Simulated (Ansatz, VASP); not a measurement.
# KF in two plane-wave programs, part 2 of 2

Wanted: the spread between two codes on one cell, functional and k mesh. The cell is taken from a series of VASP runs on this material, whose earlier steps may have relaxed, scaled or displaced it; both programs get it as it stands.

VASP 6.6.1 and Ansatz 0.2.0.

So far. Step 2 (VASP: single point, PBE): The run ends at a pressure of 1.42 GPa. Step 3 (Ansatz: single point, PBE): The run ends at a pressure of 1.38 GPa.

### Step 6. VASP: band structure, PBE, spin-orbit coupling

Level of this step: PBE, spin-orbit coupling; plane waves and PAW (K_sv, F) (VASP).

Levels along a path test the potential and the projectors away from the mesh points.

File INCAR:

```
SYSTEM = KF
PREC = Accurate
ENCUT = 520
EDIFF = 1E-06
NELM = 100
ISMEAR = 0
SIGMA = 0.02
LREAL = .FALSE.
ALGO = Normal
GGA = PE
LNONCOLLINEAR = .TRUE.
MAGMOM = 0 0 0 0 0 0
NBANDS = 28
GGA_COMPAT = .FALSE.
LASPH = .TRUE.
LSORBIT = .TRUE.
LORBIT = 11
LWAVE = .FALSE.
LCHARG = .FALSE.
KPAR = 4
ISIF = 2
```

File POSCAR:

```
KF
1.0
    0.0000000000      2.6718500000      2.6718500000
    2.6718500000      0.0000000000      2.6718500000
    2.6718500000      2.6718500000      0.0000000000
K F
1 1
Direct
    0.0000000000      0.0000000000      0.0000000000
    0.5000000000      0.5000000000      0.5000000000
```

File KPOINTS:

```
Automatic mesh
0
Gamma
10 10 10
0 0 0
```

File KPOINTS_OPT:

```
Line mode
16
Line-mode
Reciprocal
  0.00000000   0.00000000   0.00000000 GAMMA
  0.50000000   0.00000000   0.50000000 X

  0.50000000   0.00000000   0.50000000 X
  0.50000000   0.25000000   0.75000000 W

  0.50000000   0.25000000   0.75000000 W
  0.37500000   0.37500000   0.75000000 K

  0.37500000   0.37500000   0.75000000 K
  0.00000000   0.00000000   0.00000000 GAMMA

  0.00000000   0.00000000   0.00000000 GAMMA
  0.50000000   0.50000000   0.50000000 L

  0.50000000   0.50000000   0.50000000 L
  0.62500000   0.25000000   0.62500000 U

  0.62500000   0.25000000   0.62500000 U
  0.50000000   0.25000000   0.75000000 W

  0.50000000   0.25000000   0.75000000 W
  0.50000000   0.50000000   0.50000000 L

  0.50000000   0.50000000   0.50000000 L
  0.37500000   0.37500000   0.75000000 K

  0.62500000   0.25000000   0.62500000 U
  0.50000000   0.00000000   0.50000000 X
```

Potentials, in the order of the species: K_sv and F (PBE family, release 64).

Launch:

```console
mpirun -np 4 vasp_ncl
```

Numbers of over 12 decimals in the logs are rounded to 6 here.

Log:

```text
[... set-up lines as in an earlier step ...]
 entering main loop
       N       E                     dE             d eps       ncg     rms          rms(c)
DAV:   1     0.128213321561E+03    0.12821E+03   -0.81206E+03  2632   0.111E+03
DAV:   2    -0.210199170846E+01   -0.13032E+03   -0.12304E+03  3096   0.326E+02
DAV:   3    -0.909692178926E+01   -0.69949E+01   -0.69453E+01  3752   0.672E+01
DAV:   4    -0.955560245772E+01   -0.45868E+00   -0.45821E+00  3944   0.105E+01
[...]
DAV:  12    -0.829424158553E+01   -0.51060E-04   -0.55734E-05  2876   0.747E-02    0.973E-03
DAV:  13    -0.829424281243E+01   -0.12269E-05   -0.42765E-06  3328   0.219E-02    0.276E-03
DAV:  14    -0.829424322068E+01   -0.40825E-06   -0.70032E-07  2524   0.670E-03
   1 F= -.82942432E+01 E0= -.82942432E+01  d E =-.405347E-38  mag=     0.0000    -0.0000     0.0000
 Start KPOINTS_OPT (optional k-point list driver)
k-point batch [1-47\160]
       N       E                     dE             ncg
DAV:   1    -0.270823056899E+04   -0.25825E+05     2632
DAV:   2    -0.870924729065E+04   -0.60010E+04     2988
DAV:   3    -0.906521768268E+04   -0.35597E+03     4104
DAV:   4    -0.907994304999E+04   -0.14725E+02     3860
DAV:   5    -0.908006780776E+04   -0.12476E+00     3688
DAV:   6    -0.908006949597E+04   -0.16882E-02     3732
DAV:   7    -0.908006951369E+04   -0.17715E-04     3584
DAV:   8    -0.908006951392E+04   -0.23091E-06     2436
[...]
k-point batch [142-160\160]
       N       E                     dE             ncg
DAV:   1     0.136881031556E+05   -0.12612E+05     1064
DAV:   2     0.114390680550E+05   -0.22490E+04     1204
DAV:   3     0.113029681406E+05   -0.13610E+03     1744
DAV:   4     0.112996707228E+05   -0.32974E+01     1564
DAV:   5     0.112996363996E+05   -0.34323E-01     1628
DAV:   6     0.112996360519E+05   -0.34774E-03     1436
DAV:   7     0.112996360440E+05   -0.78502E-05     1592
DAV:   8     0.112996360440E+05   -0.61846E-07      972
```

Parts of OUTCAR (step 6):

```text
  Total        0.3406019      0.3406019      0.3406019      0.0000000      0.0000000      0.0000000
  in kB       14.3051197     14.3051197     14.3051197      0.0000000      0.0000000      0.0000000
  external PRESSURE =      14.3051197 kB  Pullay stress =       0.0000000 kB

 POSITION                                       TOTAL-FORCE (eV/Angst)
 -----------------------------------------------------------------------------------
      0.00000      0.00000      0.00000         0.000000     -0.000000     -0.000000
      2.67185      2.67185      2.67185        -0.000000      0.000000      0.000000
 -----------------------------------------------------------------------------------
    total drift:                                0.000000      0.000000      0.000000

  FREE ENERGIE OF THE ION-ELECTRON SYSTEM (eV)
  ---------------------------------------------------
  free  energy   TOTEN  =        -8.2942432207 eV

  energy  without entropy=       -8.2942432207  energy(sigma->0) =       -8.29424322

 magnetization (x)
# of ion       s       p       d       tot
------------------------------------------
    1        0.000   0.000  -0.000  -0.000
    2        0.000   0.000   0.000   0.000
--------------------------------------------------
tot          0.000   0.000  -0.000   0.000

 magnetization (y)
# of ion       s       p       d       tot
------------------------------------------
    1        0.000   0.000   0.000   0.000
    2       -0.000  -0.000   0.000  -0.000
--------------------------------------------------
tot          0.000  -0.000   0.000   0.000

 magnetization (z)
# of ion       s       p       d       tot
------------------------------------------
    1        0.000   0.000  -0.000   0.000
    2       -0.000   0.000   0.000   0.000
--------------------------------------------------
tot          0.000   0.000  -0.000   0.000

[... 1 part as in an earlier step ...]

[... 2 further parts left out ...]
[key lines of the parts left out:]
E-fermi :  -2.6078
```

The run ends at a pressure of 1.43 GPa.

### Step 7. Ansatz: band structure, PBE, spin-orbit coupling

The same cell, functional, mesh and smearing now go to Ansatz, which takes its cutoff from its data sets.

The cell is taken from a series of VASP runs on this material, whose earlier steps may have relaxed, scaled or displaced it; both programs get it as it stands.

File input.yaml:

```yaml
crystal:
  lattice:
    - [0.0, 2.67185, 2.67185]
    - [2.67185, 0.0, 2.67185]
    - [2.67185, 2.67185, 0.0]
  atoms:
    - { symbol: K, position: [0.0, 0.0, 0.0] }
    - { symbol: F, position: [0.5, 0.5, 0.5] }
hamiltonian:
  xc: pbe
  pseudopotentials: { kind: paw_fr }
magnetization:
  noncollinear: true
  spin_orbit: true
kpoints:
  mp_grid: { grid: [10, 10, 10] }
  band_path:
    path:
      - [0.0, 0.0, 0.0]
      - [0.16667, 0.0, 0.16667]
      - [0.33333, 0.0, 0.33333]
      - [0.5, 0.0, 0.5]
      - [0.5, 0.08333, 0.58333]
      - [0.5, 0.18333, 0.68333]
      - [0.5, 0.25, 0.75]
      - [0.45, 0.3, 0.75]
      - [0.40833, 0.34167, 0.75]
      - [0.35, 0.35, 0.7]
      - [0.225, 0.225, 0.45]
      - [0.075, 0.075, 0.15]
      - [0.03333, 0.03333, 0.03333]
      - [0.23333, 0.23333, 0.23333]
      - [0.4, 0.4, 0.4]
      - [0.51667, 0.46667, 0.51667]
      - [0.55833, 0.38333, 0.55833]
      - [0.60833, 0.28333, 0.60833]
      - [0.60833, 0.25, 0.64167]
      - [0.55833, 0.25, 0.69167]
      - [0.51667, 0.25, 0.73333]
      - [0.5, 0.3, 0.7]
      - [0.5, 0.38333, 0.61667]
      - [0.5, 0.48333, 0.51667]
      - [0.475, 0.475, 0.55]
      - [0.425, 0.425, 0.65]
      - [0.38333, 0.38333, 0.73333]
      - [0.59167, 0.18333, 0.59167]
      - [0.55, 0.1, 0.55]
      - [0.5, 0.0, 0.5]
    npoints: 1
scf:
  occupations: { method: gaussian, width: 0.02 }
  n_extra_bands: 14
output:
  forces: true
  stress: true
  eigenvalues: true
```

Launch:

```console
ansatz run input.yaml --threads 2 --pin off --max-ram 4608MiB --backend cpu --events-out ev --progress --plain --runs-dir out
```

Log:

```text
[...]
non-collinear run that drives no moment, with spin-orbit: no starting moment large enough to seed its density (crystal.atoms[].spin), no starting occupations that ask for one, no magnetisation constraint and no magnetic field, so the semilocal B_xc is pinned to zero
Crystal: 2 atoms, lattice volume = 38.148 Å³
[...]
k-point 1: bands = [... 12 lower, 1.4222, 1.4222, 1.4477, 1.4477, 7.9244, 7.9244, 11.9688, 11.9688, ... 10 higher]
  k-point 2: bands = [... 12 lower, 1.3224, 1.3224, 1.3581, 1.3581, 8.6744, 8.6744, 11.6622, 11.6622, ... 10 higher]
  k-point 46: bands = [... 12 lower, 1.2783, 1.2783, 1.3285, 1.3285, 10.7067, 10.7067, 11.7262, 11.7262, ... 10 higher]
[key lines of the parts left out:]
SCF converged after 9 iterations
Magnetization: |M| = 0.0000 μB,  M = (+0.0000, +0.0000, +0.0000) μB
Free energy (F): -2348.823085 eV
Fermi energy:    4.562910 eV
P = ⅓ Tr σ = 1.3810 GPa (13.810 kbar)
```

The job ended after 12 s (2 threads of Arm Neoverse N1, shared host; peak memory 0.39 GiB; 23 s of CPU time).

### Step 8. Differences

What differs besides the data sets and the points named for the pairs above, as far as they apply: spin-orbit coupling enters by fully relativistic files in Ansatz and inside the spheres in VASP. Total energies have different zeros and are not compared.

The two programs side by side:

```tsv
quantity	Ansatz	VASP	difference
pressure (GPa)	1.38	1.43	-0.05
pressure without Ansatz's Pulay correction (GPa)	1.07	1.43	-0.36
gap over the path points (eV)	6.160	6.145	+0.016
```

Levels at points of the path, from each program's valence-band top (eV; 6 filled, then empty):

```tsv
k (reciprocal lattice)	Ansatz	VASP
0.000 0.000 0.000	-0.06 -0.06 0.00 0.00 0.00 0.00 6.16 6.16 10.65 10.65 10.65 10.65	-0.06 -0.06 0.00 0.00 0.00 0.00 6.14 6.14 10.66 10.66 10.66 10.66
0.167 0.000 0.167	-0.38 -0.38 -0.07 -0.07 -0.03 -0.03 7.08 7.08 9.79 9.79 11.34 11.34	-0.38 -0.38 -0.07 -0.07 -0.03 -0.03 7.06 7.06 9.79 9.79 11.36 11.36
0.333 0.000 0.333	-0.45 -0.45 -0.10 -0.10 -0.06 -0.06 8.64 8.64 8.94 8.94 12.29 12.29	-0.45 -0.45 -0.10 -0.10 -0.06 -0.06 8.62 8.62 8.93 8.93 12.33 12.33
0.500 0.000 0.500	-0.23 -0.23 -0.10 -0.10 -0.05 -0.05 8.19 8.19 10.29 10.29 11.79 11.79	-0.24 -0.24 -0.10 -0.10 -0.06 -0.06 8.18 8.18 10.28 10.28 11.79 11.79
0.500 0.083 0.583	-0.23 -0.23 -0.17 -0.17 -0.09 -0.09 8.39 8.39 10.48 10.48 11.40 11.40	-0.23 -0.23 -0.17 -0.17 -0.09 -0.09 8.38 8.38 10.48 10.48 11.41 11.41
0.500 0.183 0.683	-0.37 -0.37 -0.21 -0.21 -0.14 -0.14 9.07 9.07 10.42 10.42 11.00 11.00	-0.37 -0.37 -0.21 -0.21 -0.15 -0.15 9.06 9.06 10.42 10.42 11.00 11.00
0.500 0.250 0.750	-0.43 -0.43 -0.19 -0.19 -0.17 -0.17 9.71 9.71 9.72 9.72 11.17 11.17	-0.43 -0.43 -0.20 -0.20 -0.17 -0.17 9.71 9.71 9.71 9.71 11.18 11.18
0.450 0.300 0.750	-0.41 -0.41 -0.21 -0.21 -0.18 -0.18 9.25 9.25 10.24 10.24 11.12 11.12	-0.41 -0.41 -0.21 -0.21 -0.18 -0.18 9.24 9.24 10.24 10.24 11.13 11.13
0.408 0.342 0.750	-0.38 -0.38 -0.22 -0.22 -0.19 -0.19 9.00 9.00 10.60 10.60 11.06 11.06	-0.38 -0.38 -0.22 -0.22 -0.20 -0.20 8.99 8.99 10.60 10.60 11.07 11.07
0.350 0.350 0.700	-0.45 -0.45 -0.26 -0.26 -0.20 -0.20 9.16 9.16 10.46 10.46 11.25 11.25	-0.45 -0.45 -0.26 -0.26 -0.20 -0.20 9.15 9.15 10.46 10.46 11.26 11.26
```

Among the levels compared at these points, filled levels agree within 3 meV and empty ones within 37 meV. Ansatz's pressure holds a Pulay correction of 0.31 GPa; VASP's holds none.

### Step 9. Further runs

Further runs change the set-up of one program: Ansatz's method, potentials or start, or VASP's data sets, cutoff or form of LDA. The table gives Ansatz less VASP for each quantity, since a change that brings one quantity closer may part another.

```tsv
run	pressure (GPa)	gap over the path points (eV)
as above	-0.049	0.016
Ansatz's all-electron LAPW method	-0.050	0.012
```

### Step 10. VASP: band structure, PBE

The same path points are solved in both programs, so levels can be compared one by one.

File INCAR:

```
SYSTEM = KF
PREC = Accurate
ENCUT = 520
EDIFF = 1E-06
NELM = 100
ISMEAR = 0
SIGMA = 0.02
LREAL = .FALSE.
ALGO = Normal
GGA = PE
NBANDS = 20
LORBIT = 11
LWAVE = .FALSE.
LCHARG = .FALSE.
KPAR = 4
ISIF = 2
```

POSCAR is that of step 6.

KPOINTS is that of step 6.

KPOINTS_OPT is that of step 6.

Launch:

```console
mpirun -np 4 vasp_std
```

Log:

```text
[... set-up lines as in an earlier step ...]
 entering main loop
       N       E                     dE             d eps       ncg     rms          rms(c)
DAV:   1     0.111424921900E+03    0.11142E+03   -0.77173E+03  1880   0.771E+02
DAV:   2    -0.550923665116E+01   -0.11693E+03   -0.10678E+03  2180   0.231E+02
DAV:   3    -0.945452033974E+01   -0.39453E+01   -0.39190E+01  2580   0.373E+01
DAV:   4    -0.955219848036E+01   -0.97678E-01   -0.97649E-01  2484   0.526E+00
[...]
DAV:  11    -0.829006664350E+01   -0.66066E-04   -0.60928E-05  2132   0.655E-02    0.255E-02
DAV:  12    -0.829006894796E+01   -0.23045E-05   -0.61902E-06  2112   0.250E-02    0.341E-03
DAV:  13    -0.829006948545E+01   -0.53749E-06   -0.15935E-06  2088   0.959E-03
   1 F= -.82900695E+01 E0= -.82900695E+01  d E =-.414561E-43
 Start KPOINTS_OPT (optional k-point list driver)
k-point batch [1-47\160]
       N       E                     dE             ncg
DAV:   1    -0.352057802847E+04   -0.28298E+05     1880
DAV:   2    -0.888814826811E+04   -0.53676E+04     2288
DAV:   3    -0.907516475591E+04   -0.18702E+03     2552
DAV:   4    -0.907986400536E+04   -0.46992E+01     2500
DAV:   5    -0.907992814694E+04   -0.64142E-01     2532
DAV:   6    -0.907992970435E+04   -0.15574E-02     2504
DAV:   7    -0.907992977272E+04   -0.68371E-04     2128
DAV:   8    -0.907992977634E+04   -0.36254E-05     1580
DAV:   9    -0.907992977650E+04   -0.15450E-06     1496
[...]
k-point batch [142-160\160]
       N       E                     dE             ncg
DAV:   1     0.144447697823E+05   -0.13211E+05      760
DAV:   2     0.122915781591E+05   -0.21532E+04      940
DAV:   3     0.122167279774E+05   -0.74850E+02     1044
DAV:   4     0.122144459788E+05   -0.22820E+01     1000
DAV:   5     0.122144202702E+05   -0.25709E-01      996
DAV:   6     0.122144192939E+05   -0.97628E-03      988
DAV:   7     0.122144192446E+05   -0.49307E-04      868
DAV:   8     0.122144192419E+05   -0.26340E-05      604
DAV:   9     0.122144192418E+05   -0.12033E-06      576
```

From OUTCAR (step 10):

```text
  Total        0.3344355      0.3344355      0.3344355      0.0000000     -0.0000000      0.0000000
  in kB       14.0461326     14.0461326     14.0461326      0.0000000     -0.0000000      0.0000000
  external PRESSURE =      14.0461326 kB  Pullay stress =       0.0000000 kB

  FREE ENERGIE OF THE ION-ELECTRON SYSTEM (eV)
  ---------------------------------------------------
  free  energy   TOTEN  =        -8.2900694855 eV

  energy  without entropy=       -8.2900694855  energy(sigma->0) =       -8.29006949

[... 2 parts as in an earlier step ...]

[... 2 further parts left out ...]
[key lines of the parts left out:]
E-fermi :  -2.6148
```

The run ends at a pressure of 1.40 GPa.

### Step 11. Ansatz: band structure, PBE

The same cell, functional, mesh and smearing now go to Ansatz, which takes its cutoff from its data sets.

The cell is taken from a series of VASP runs on this material, whose earlier steps may have relaxed, scaled or displaced it; both programs get it as it stands.

input.yaml: that of step 7 with these lines changed.

```diff
@@ -10,6 +10,3 @@
   xc: pbe
-  pseudopotentials: { kind: paw_fr }
-magnetization:
-  noncollinear: true
-  spin_orbit: true
+  pseudopotentials: { kind: paw }
 kpoints:
@@ -51,3 +48,3 @@
   occupations: { method: gaussian, width: 0.02 }
-  n_extra_bands: 14
+  n_extra_bands: 7
 output:
```

Launch:

```console
ansatz run input.yaml --threads 2 --pin off --max-ram 4608MiB --backend cpu --events-out ev --progress --plain --runs-dir out
```

Log:

```text
[...]
Crystal: 2 atoms, lattice volume = 38.148 Å³
Basis set: ecut = 420 eV, 725 PW (Γ), exchange–correlation on 54×54×54 points (8 copies of the dense FFT grid, shifted against one another)
Bands: 15, of which v1, the nominal top of the filled ones, is band 8 counted from 1 (7 counted from 0)
Symmetry: 48 space group operations
[...]
k-points: 47 of 1000
[...]
k-point 0: bands = [... 4 lower, -7.9124, 1.4613, 1.4613, 1.4613, 7.6430, 12.1368, 12.1368, 12.1368, ... 3 higher]
  k-point 1: bands = [... 4 lower, -7.9160, 1.3689, 1.4266, 1.4266, 7.9243, 11.9687, 12.2703, 12.2703, ... 3 higher]
  k-point 2: bands = [... 4 lower, -7.9252, 1.1490, 1.3377, 1.3377, 8.6743, 11.6622, 12.6278, 12.6278, ... 3 higher]
  k-point 46: bands = [... 4 lower, -8.0118, 1.0901, 1.2787, 1.3240, 10.7067, 11.7262, 12.5517, 14.8435, ... 3 higher]
[key lines of the parts left out:]
SCF converged after 9 iterations
Free energy (F): -2348.795992 eV
Fermi energy:    4.552170 eV
P = ⅓ Tr σ = 1.3800 GPa (13.800 kbar)
```

The job ended after 2.4 s (2 threads; peak memory 0.27 GiB).

### Step 12. Differences

The two programs side by side:

```tsv
quantity	Ansatz	VASP	difference
pressure (GPa)	1.38	1.40	-0.02
pressure without Ansatz's Pulay correction (GPa)	1.07	1.40	-0.33
gap over the path points (eV)	6.182	6.166	+0.016
```

Levels at points of the path, from each program's valence-band top (eV; 3 filled, then empty):

```tsv
k (reciprocal lattice)	Ansatz	VASP
0.000 0.000 0.000	0.00 0.00 0.00 6.18 10.68 10.68	0.00 0.00 0.00 6.17 10.68 10.68
0.167 0.000 0.167	-0.36 -0.03 -0.03 7.10 9.81 11.36	-0.36 -0.03 -0.03 7.08 9.81 11.38
0.333 0.000 0.333	-0.43 -0.06 -0.06 8.66 8.96 12.32	-0.43 -0.06 -0.06 8.65 8.95 12.35
0.500 0.000 0.500	-0.21 -0.06 -0.06 8.21 10.31 11.81	-0.21 -0.06 -0.06 8.20 10.30 11.81
0.500 0.083 0.583	-0.21 -0.14 -0.07 8.41 10.51 11.42	-0.21 -0.14 -0.08 8.40 10.50 11.43
0.500 0.183 0.683	-0.35 -0.19 -0.13 9.10 10.44 11.02	-0.35 -0.19 -0.13 9.09 10.44 11.03
0.500 0.250 0.750	-0.40 -0.16 -0.16 9.74 9.74 11.19	-0.40 -0.17 -0.17 9.73 9.73 11.20
0.450 0.300 0.750	-0.38 -0.18 -0.16 9.27 10.26 11.14	-0.38 -0.18 -0.16 9.26 10.26 11.15
0.408 0.342 0.750	-0.35 -0.19 -0.18 9.02 10.62 11.08	-0.35 -0.19 -0.18 9.01 10.62 11.09
0.350 0.350 0.700	-0.42 -0.24 -0.18 9.18 10.48 11.27	-0.42 -0.24 -0.19 9.17 10.48 11.28
```

Among the levels compared at these points, filled levels agree within 3 meV and empty ones within 36 meV. Ansatz's pressure holds a Pulay correction of 0.31 GPa; VASP's holds none.

### Step 13. Further runs

Further runs change the set-up of one program: Ansatz's method, potentials or start, or VASP's data sets, cutoff or form of LDA. The table gives Ansatz less VASP for each quantity, since a change that brings one quantity closer may part another.

```tsv
run	pressure (GPa)	gap over the path points (eV)
as above	-0.025	0.016
Ansatz's all-electron LAPW method	-0.024	0.011
```

### Step 14. Summary of results

```json
{
 "difference in gap on the k mesh (single point, PBE)": "0.016 eV",
 "difference in gap over the path points (band structure, PBE, spin-orbit coupling)": "0.016 eV",
 "difference in gap over the path points (band structure, PBE)": "0.016 eV"
}
```

The difference in gap over the path points is 0.016 eV (band structure, PBE), within the 0.08 eV picked in this series as the mark of a large difference. For single point, PBE, no further run moves any of the tabulated differences by more than a quarter of its size. For band structure, PBE, spin-orbit coupling, no further run moves any of the tabulated differences by more than a quarter of its size. Band structure, PBE, Ansatz's all-electron LAPW method: the difference in gap over the path points goes from 0.016 to 0.011 eV. 3 further runs of this series are not shown here. Such differences can come from data sets, numerical settings and the points named under the comparisons, not from the functional's error against experiment.

[Lines on the potential files, build, host, timing and source positions are cut from VASP's logs without a mark.]

[Logs are printed without paths, hosts, clocks, repeated set-up lines and the standing remarks that a program may print on its own settings, such as how far it seeks lower states.]

[Hosts, paths, dates, database ids (printed as entryN), source tags and the programs' standing remarks are cut or masked in the printed files.]
